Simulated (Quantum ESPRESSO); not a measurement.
The system is Sn.

```xyz
2
Lattice="0.0000 3.2333 3.2333 3.2333 0.0000 3.2333 3.2333 3.2333 0.0000" Properties=species:S:1:pos:R:3 pbc="T T T"
Sn    4.8500    4.8500    4.8500
Sn    3.2333    3.2333    3.2333
```

This isn't the form of Sn at room conditions, which is tetragonal (white tin).

```yaml
Program: Quantum ESPRESSO 7.5
Task: phonons
Functional: PBE
Potentials_or_basis: JTH 2.0 PBE
Cutoff: 707 eV
Density_cutoff: 4245 eV
k_mesh: 5 × 5 × 5
Occupations: cold, width 0.2 eV
Spin: no spin polarisation
Mixing_beta: 0.5
Most_SCF_iterations: 120
SCF_threshold: 4e-10 Ry
```

Question: What is the highest optical frequency at the zone centre?

Answer: 192 cm⁻¹, a mode of symmetry T2g (Raman).

Optical modes at Γ, degenerate ones joined:
```
cm⁻¹  components  symmetry  active in
 192           3       T2g      Raman
```

Caveat: the k mesh is coarse; the mesh is thin for the phonons of a metal; the cell is more than 3 GPa from zero pressure, which shifts response properties.
